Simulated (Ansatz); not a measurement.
## InP: Seebeck coefficient and carrier response

The calculation used DFT PBEsol, scalar-relativistic, plane waves, PAW in Ansatz 0.2.0. Settings: 420 eV plane-wave cutoff, Γ-centred 10×10×10 mesh, Gaussian smearing of 0.02 eV. No spin polarisation.

Equilibrium structure at this level:
```yaml
crystal:
  lattice:
    - [0.00000, 2.93909, 2.93909]
    - [2.93909, 0.00000, 2.93909]
    - [2.93909, 2.93909, 0.00000]
  atoms:
    - { symbol: In, position: [0.00000, 0.00000, 0.00000] }
    - { symbol: P, position: [0.75000, 0.75000, 0.75000] }
```

Constant relaxation time and rigid bands. The levels are interpolated over the whole zone and filled by a Fermi function at the stated temperature, with the chemical potential set by the electron count. The Kohn–Sham gap on the mesh is 0.57 eV and isn't corrected.

Give the Seebeck coefficient (μV/K; xx, yy, zz) and the conductivity masses (m_e; principal values, sorted) at 900 K against doping (cm⁻³).

## Answers

| doping | S | m* |
| --- | --- | --- |
| n 1e18 | -235 -235 -235 | both carriers |
| n 1e19 | -128 -128 -128 | 0.11 0.11 0.11 |
| n 1e20 | -88 -88 -88 | 0.20 0.20 0.20 |
| n 1e21 | -100 -100 -100 | 0.30 0.30 0.30 |
| p 1e18 | 79 79 79 | both carriers |
| p 1e19 | 466 466 466 | 0.49 0.49 0.49 |
| p 1e20 | 291 291 291 | 0.51 0.51 0.51 |
| p 1e21 | 120 120 120 | 0.54 0.54 0.54 |

Cost: 1 run of about 0.99 core-minutes, on AMD EPYC 9R45 (Zen 5) (shared hosts).